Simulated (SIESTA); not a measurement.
Runs of SIESTA 5.4.2 on TiO2. The structure is tetragonal, space group P4_2/mnm (No. 136). The conventional cell has a = 4.600 Å, b = 4.600 Å, c = 2.959 Å, α = 90.00°, β = 90.00°, γ = 90.00°. Ti (site symmetry mmm) is surrounded by 6 O at 1.95 to 1.98 Å. Around O (site symmetry m2m) lie 3 Ti at 1.95 to 1.98 Å. The cell is a database's computed one.

```tsv
task	level	potentials or basis	cell	k mesh	force tolerance	optimiser	energy shift	gap on the mesh (eV)	pressure (GPa)	V0 of scaled cells (Å³/atom)	relaxed volume (Å³/atom)	B0 (GPa)	largest force (eV/Å)
equation of state	PBE	PseudoDojo 0.4 standard (PBE files), SZ (energy shift 0.002 Ry)	as given	4 × 4 × 6	-	-	0.002 Ry	-	-	10.52	-	245	-
relaxation of cell and atoms	RPBE	PseudoDojo 0.4 standard (PBE files), DZP (energy shift 0.002 Ry)	relaxed	4 × 4 × 6	0.01 eV/Å	-	0.002 Ry	1.66	0.0	-	10.97	-	-
relaxation of cell and atoms	SOGGA	PseudoDojo 0.4 standard (PBEsol files), DZP (energy shift 0.002 Ry)	relaxed	4 × 4 × 6	0.02 eV/Å	CG	0.002 Ry	1.67	0.0	-	10.37	-	-
band structure	AM05	PseudoDojo 0.4 standard (PBEsol files), DZP (energy shift 0.003 Ry; two zetas on semicore shells)	as given	6 × 6 × 9	-	-	0.003 Ry	1.72	1.0	-	-	-	0.03
band structure	PBE	PseudoDojo 0.5 standard (PBE files), DZP (energy shift 0.002 Ry)	as given	6 × 6 × 9	-	-	0.002 Ry	1.69	6.6	-	-	-	0.04
band structure	PBEsol	PseudoDojo 0.4 standard (PBEsol files), DZP (energy shift 0.003 Ry; two zetas on semicore shells)	as given	6 × 6 × 9	-	-	0.003 Ry	1.72	0.4	-	-	-	(a)
band structure	PBE	PseudoDojo 0.4 standard (PBE files), DZ (energy shift 0.003 Ry; two zetas on semicore shells)	as given	6 × 6 × 9	-	-	0.003 Ry	1.74	7.0	-	-	-	0.13
band structure	RPBE	PseudoDojo 0.4 standard (PBE files), DZP (energy shift 0.002 Ry)	as given	6 × 6 × 9	-	-	0.002 Ry	1.70	10.8	-	-	-	0.06
band structure	PBE	PseudoDojo 0.4 standard (PBE files), SZ (energy shift 0.002 Ry)	as given	6 × 6 × 9	-	-	0.002 Ry	1.34	1.9	-	-	-	0.13
equation of state	LDA	PseudoDojo 0.4 standard (LDA files), DZP (energy shift 0.003 Ry; two zetas on semicore shells)	as given	4 × 4 × 7	-	-	0.003 Ry	-	-	10.21	-	258	-
band structure	PW86PBE	PseudoDojo 0.4 standard (PBE files), DZP (energy shift 0.002 Ry)	as given	6 × 6 × 9	-	-	0.002 Ry	1.67	(b)	-	-	-	0.13
```

Alike in all rows: no spin polarisation; smearing fermi-dirac 0.05 eV; grid cutoff 800 Ry.

Question: Estimate the missing entries.

Answer: (a) 0.01; (b) 12.3.

Caveats: the basis of atomic orbitals isn't converged, which shifts pressures, moduli and gaps; semicore shells carry a single zeta, which can move pressures by several GPa and volumes by a few percent (some runs); the potentials were made for another functional, which shifts forces and pressure (some runs); the basis has no polarisation orbitals (some runs); the cell was scaled at fixed shape and fractional positions, which overstates the stiffness of a crystal with free parameters, most of all of layers and chains (some runs).

A k mesh can miss the band edges.

Not every run made on this cell is shown here.
